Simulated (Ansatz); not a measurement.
C6H5O−, SMILES `[O-]c1ccccc1`, relaxed with RKS PBE0-D4/def2-TZVPD in the Gaussian-basis code of Ansatz from a GFN2-xTB geometry. The force threshold is 0.005 eV/Å; the program also tests the step.

The species carries charge -1 and has multiplicity 1.

Start:

```xyz
12

O     2.365    0.734    1.080
C     1.261    0.392    0.576
C     0.436   -0.637    1.135
C    -0.764   -1.003    0.579
C    -1.247   -0.387   -0.570
C    -0.479    0.617   -1.147
C     0.724    0.997   -0.605
H     0.791   -1.134    2.033
H    -1.354   -1.793    1.045
H    -2.197   -0.682   -1.003
H    -0.842    1.112   -2.048
H     1.305    1.784   -1.075
```

```
step  energy (eV)  largest force (eV/Å)  largest move (Å)
   1   -8344.9628                 0.479             0.000
   2   -8344.9718                 0.156             0.012
   3   -8344.9727                 0.043             0.005
   4   -8344.9727                 0.003             0.002
```

End:

```xyz
12

O     2.375    0.737    1.085
C     1.270    0.394    0.580
C     0.437   -0.638    1.137
C    -0.770   -1.005    0.577
C    -1.262   -0.392   -0.576
C    -0.484    0.616   -1.150
C     0.726    0.999   -0.606
H     0.800   -1.131    2.036
H    -1.353   -1.796    1.049
H    -2.212   -0.686   -1.010
H    -0.840    1.115   -2.051
H     1.314    1.786   -1.071
```

Hardware: 4 threads of a server CPU on a shared host. Wall time 42 s, peak host memory 1.1 GiB.
